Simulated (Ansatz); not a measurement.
# MoS2 monolayer (2H): modes against biaxial strain in the plane of the sheet, part 3 of 3

Aim: how do the optical modes of MoS2 monolayer (2H) shift and split under this strain?

Ansatz 0.2.0; DFT PBEsol, scalar-relativistic, plane waves, PAW; PAW set soft_1.

So far, highest optical mode at the zone centre (no LO-TO term) (cm⁻¹): step 4 (modes at rest) 472; step 6 (strain 5 %) 446.

### 7. Relaxation of a member: biaxial strain of -3 % in the plane of the sheet

The cell takes a biaxial strain of -3 % in the plane of the sheet. The cell is held, and the atoms relax in it.

Input file input.yaml:

```yaml
crystal:
  lattice:
    - [3.0463820622, 0.0, 0.0]
    - [-1.5231910311, 2.6382442555, 0.0]
    - [0.0, 0.0, 30.0]
  atoms:
    - { symbol: Mo, position: [0.3333333333, 0.6666666667, 0.3333333333] }
    - { symbol: S, position: [0.6666666667, 0.3333333333, 0.3860305619] }
    - { symbol: S, position: [0.6666666667, 0.3333333333, 0.2806361048] }
  periodic: [true, true, false]
kpoints:
  mp_grid: { grid: [12, 12, 1] }
hamiltonian:
  xc: pbesol
  pseudopotentials: { kind: paw, azcp: { folder: soft_1 }, xc_functional: pbe }
scf:
  occupations: { method: fixed }
output:
  forces: true
  stress: true
  eigenvalues: true
relax:
  adjacent_minimum: "off"
  f_tol: 0.001
  max_steps: 60
```

Command:

```console
$ ansatz run input.yaml --threads 4 --pin off --max-ram 16384MiB --backend cpu --events-out ev --progress --plain --runs-dir out
```

Numbers of over 12 decimals in the logs are rounded to 6 here.

The program printed:

```text
[...]
Crystal: 3 atoms, lattice volume = 241.113 Å³
Basis set: ecut = 420 eV, 4685 PW (Γ), exchange–correlation on 48×48×432 points (8 copies of the dense FFT grid, shifted against one another)
Bands: 17, of which v1, the nominal top of the filled ones, is band 13 counted from 1 (12 counted from 0)
Symmetry: 12 space group operations
[...]
--- Relaxed structure (4 steps of the walk, 4 accepted, 0 SCFs on fresh bases) ---
  F+E_penalty+E_count = -6670.08562112 eV   max|allowed force component| = 1.309e-5 eV/Å
  cell:  # Å, volume = 241.1130 Å³
    - [3.046382, 0.0, 0.0]
    - [-1.523191, 2.638244, 0.0]
    - [0.0, 0.0, 30.0]
  atoms:
    - { symbol: Mo, position: [0.333333, 0.666667, 0.333333] }
    - { symbol: S, position: [0.666667, 0.333333, 0.386422] }
    - { symbol: S, position: [0.666667, 0.333333, 0.280245] }
[key lines of the parts left out:]
SCF converged after 4 iterations
Free energy (F): -6670.085621 eV
Fermi energy:    -5.832165 eV
P = ½ c Tr σ = 5.8871 N/m
```

Wall time 6.6 s (4 threads of Intel Xeon Platinum 8488C (Sapphire Rapids), shared host); peak memory 0.58 GiB; 24 s of CPU time.

Step by step:

```tsv
step	energy less that of the first step (eV)	largest force component (eV/Å)
1	0.0000	0.2375
2	-0.0026	0.0611
3	-0.0028	0.0000
4	-0.0028	0.0000
```

The run keeps the 12 symmetry operations that it works with, so distortions that break them were not tested.

The atoms that moved most (Å):

```tsv
atom	dx	dy	dz	length
S2	0.000	0.000	0.012	0.012
S3	0.000	0.000	-0.012	0.012
```

Final coordinates:

```xyz
3
Lattice="3.0464 0.0000 0.0000 -1.5232 2.6382 0.0000 0.0000 0.0000 30.0000" Properties=species:S:1:pos:R:3
Mo    0.0000    1.7588   10.0000
S     1.5232    0.8794   11.5927
S     1.5232    0.8794    8.4073
```

This step gave:

| Quantity | Value |
| --- | --- |
| gap on the k-mesh | 1.768 eV |
| area per atom | 2.679 Å² |

The largest force component left is 0.013 meV/Å.

### 8. Modes of this member: biaxial strain of -3 % in the plane of the sheet

The zone-centre modes follow for biaxial strain of -3 % in the plane of the sheet.

input.yaml, the sections that differ from step 7:

```yaml
crystal:
  lattice:
    - [3.0463820622, 0.0, 0.0]
    - [-1.5231910311, 2.6382442555, 0.0]
    - [0.0, 0.0, 30.0]
  atoms:
    - { symbol: Mo, position: [0.3333333333, 0.6666666667, 0.3333333333] }
    - { symbol: S, position: [0.6666666667, 0.3333333333, 0.3864220272] }
    - { symbol: S, position: [0.6666666667, 0.3333333333, 0.2802446395] }
  periodic: [true, true, false]
output:
  eigenvalues: true
phonons:
  method: dfpt
# kpoints, hamiltonian, scf: as in step 7
# relax: removed
```

The program printed:

```text
[...]
Crystal: 3 atoms, lattice volume = 241.113 Å³
Basis set: ecut = 420 eV, 4685 PW (Γ), exchange–correlation on 48×48×432 points (8 copies of the dense FFT grid, shifted against one another)
Bands: 17, of which v1, the nominal top of the filled ones, is band 13 counted from 1 (12 counted from 0)
Symmetry: 12 space group operations
k-points: 43 of 144 (irreducible under 2 space group operations, time reversal used)
[...]
k-point 2: bands = [... 9 lower, -7.7877, -7.6972, -6.9790, -6.4689, -3.5584, -2.9773, -2.9647, -2.0796]
  k-point 42: bands = [... 9 lower, -9.4239, -8.9518, -7.6620, -6.3322, -3.5539, -2.7902, -2.4428, -0.8180]
[...]
ASR residual: 2.453e-4 → 0.000e0 eV/Å²; symmetrization residual: 9.371e-6 eV/Å²
  ASR residual per site (eV/Å²): 2.45e-4 3.39e-5 3.39e-5
  Γ frequencies (cm⁻¹): 0.00 0.00 0.00 291.53 291.53 397.19 397.19 410.89 483.26
[...]
[key lines of the parts left out:]
SCF converged after 12 iterations
Free energy (F): -6670.085621 eV
Fermi energy:    -5.832176 eV
```

It took 20 s on 4 threads; peak memory 1 GiB; 76 s of CPU time.

This step gave:

- sum-rule residual before enforcement: 2.45e-4 eV/Å²
- highest optical mode at the zone centre (no LO-TO term): 483.3 cm⁻¹
- lowest optical zone-centre mode: 291.5 cm⁻¹

Without the LO-TO term. Patterns of degenerate modes are one choice out of their space. The modes at Γ (shares of kinetic energy by element, %):

```tsv
mode	frequency (cm⁻¹)	symmetry	Mo %	S %
1	0.0	acoustic	60	40
2	0.0	acoustic	60	40
3	0.0	acoustic	60	40
4	291.5	E''	0	100
5	291.5	E''	0	100
6	397.2	E'	40	60
7	397.2	E'	40	60
8	410.9	A1'	0	100
9	483.3	A2''	40	60
```

The lowest optical mode is real, 292 cm⁻¹, and the highest lies at 483.3 cm⁻¹.

For the highest optical mode at the zone centre (no LO-TO term), step 4 gave 472 cm⁻¹; this run, with strain -3 %, gives 483 cm⁻¹ (+2 %).

### 9. All members side by side

The members are set side by side, also those not shown above.

Energies are extrapolated to zero smearing, and E0 is that at rest; the cell is clamped and the atoms are relaxed. State of the crystal along the series:

```tsv
strain (%)	E - E0 (meV/atom)	gap on mesh (eV)
-3	29.55	1.768
-2	12.87	1.836
-1	3.155	1.9
0	0	1.806
1	3.035	1.626
2	11.91	1.387
3	26.31	1.162
4	45.91	0.9516
5	70.43	0.7553
```

Optical modes are counted from below at rest and tracked from member to member by their patterns, and modes that stay within 0.3 cm⁻¹ of each other stand once; labels, where given, are those at rest; the cell is clamped and the atoms are relaxed. Optical modes along the series:

```tsv
strain (%)	optical mode 1 E'' (cm⁻¹)	optical mode 2 E' (cm⁻¹)	optical mode 3 A1' (cm⁻¹)	optical mode 4 A2'' (cm⁻¹)
-3	291.5	397.2	410.9	483.3
-2	290	394.2	409.5	480
-1	288	390.7	408.1	476.3
0	285.7	386.5	406.7	472.2
1	283.1	381.8	405.2	467.7
2	280	376.6	403.8	462.9
3	276.6	370.9	402.2	457.6
4	272.9	364.7	400.7	452.1
5	268.9	358.1	399	446.2
```

Value and slope at zero strain of a cubic (a lower polynomial where under five rows exist) through the rows within 2 % of rest. Slopes at rest:

```tsv
mode	frequency (cm⁻¹)	shift per percent of strain (cm⁻¹)
optical mode 1 E''	285.7	-2.5
optical mode 2 E'	386.5	-4.43
optical mode 3 A1'	406.7	-1.44
optical mode 4 A2''	472.2	-4.3
```

### 10. Summary of results

| Item | Value |
| --- | --- |
| members | 9 |
| highest optical mode at the zone centre (no LO-TO term), at rest | 472.2 cm⁻¹ |
| optical mode 1 E'', shift per percent | -2.50 cm⁻¹ |
| optical mode 2 E', shift per percent | -4.43 cm⁻¹ |
| optical mode 3 A1', shift per percent | -1.44 cm⁻¹ |
| optical mode 4 A2'', shift per percent | -4.30 cm⁻¹ |

What this shows: The fastest shift in the table of slopes is -4.4 cm⁻¹ for each percent (optical mode 2 E'). These are harmonic frequencies at zero temperature: anharmonic shifts, linewidths and thermal expansion are left out. The starting cell was built on a prototype and not taken from a measurement. The PAW files were made for PBE; the program adapts parts of them to the functional of the run, but their partial waves stay those of PBE, an approximation that was not tested in this session. Only the zone centre was solved, so an instability at another wavevector cannot show here. In a sheet the LO-TO splitting vanishes at the zone centre, so no such term is missing here.

[Logs are printed without paths, hosts, clocks, repeated set-up lines and the standing remarks that a program may print on its own settings, such as how far it seeks lower states.]

[Hosts, paths, dates, database ids (printed as entryN), source tags and the programs' standing remarks are cut or masked in the printed files.]
